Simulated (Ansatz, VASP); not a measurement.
# TaN: VASP beside Ansatz

```
CELL_PARAMETERS angstrom
0.00000 2.21132 2.21132
2.21132 0.00000 2.21132
2.21132 2.21132 0.00000
ATOMIC_POSITIONS crystal
Ta 0.50000 0.50000 0.50000
N 0.00000 0.00000 0.00000
```

The cell comes from a database or a generator and needn't be the stable form of this composition.

Alike in both runs: functional PBEsol; k mesh 10 × 10 × 10; occupations fermi-dirac, width 0.05 eV; non-collinear spin, spin-orbit coupling.

```csv
,VASP,Ansatz
version,VASP 6.6.1,Ansatz 0.2.0
potentials or method,"VASP PAW PBE potentials, release 64 (Ta_pv, N)",Ansatz PAW
plane-wave cutoff (eV),520,420
valence electrons in the cell,16,18
task,single point,band structure
```

```tsv
	VASP	Ansatz	Ansatz less VASP
gap on the k mesh at the Fermi level (eV)	none	none	-
pressure (GPa)	-9.3	-10.8	-1.54
net moment per atom (μB)	0.00	0.00	0.000
```

A gap of «none» marks a metal or a gap that the smearing closes. The functional is the same, so the differences come from potentials, cutoffs and numerics. The two sets of potentials don't hold the same shells in valence.

Caveats: the PAW data sets were made with another functional, which shifts forces and pressure a little (VASP); the pressure holds a Pulay correction of +0.5 GPa for the finite cutoff (Ansatz); the PAW data sets come from PBE, with cores solved anew for the run's functional, which leaves a small shift of forces and pressure (Ansatz).
